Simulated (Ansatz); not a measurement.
## Equation of state of silicon, simple cubic

Theory: DFT, revPBE, plane waves (420 eV) with PAW, scalar-relativistic in Ansatz. (PAW data from PBE, frozen cores regenerated.)

The cell is scaled uniformly from the relaxed one, with fractional coordinates and shape fixed. Energies are extrapolated to zero smearing, pressures are those at the given smearing. Magnetic state: spin not included.

| V (Å³/atom) | E − E₀ (meV/atom) | P (GPa) |
| --- | --- | --- |
| 14.400 | 97.7 | 17.39 |
| 15.055 | 41.1 | 10.47 |
| 15.709 | 10.2 | 4.88 |
| 16.364 | 0.0 | 0.37 |
| 17.018 | 6.4 | -3.25 |
| 17.673 | 26.1 | -6.15 |
| 18.327 | 56.4 | -8.47 |

Question: Fit a third-order Birch-Murnaghan equation.

Answer: V₀ = 16.42 Å³/atom, B₀ = 99 GPa, B₀′ = 4.5.
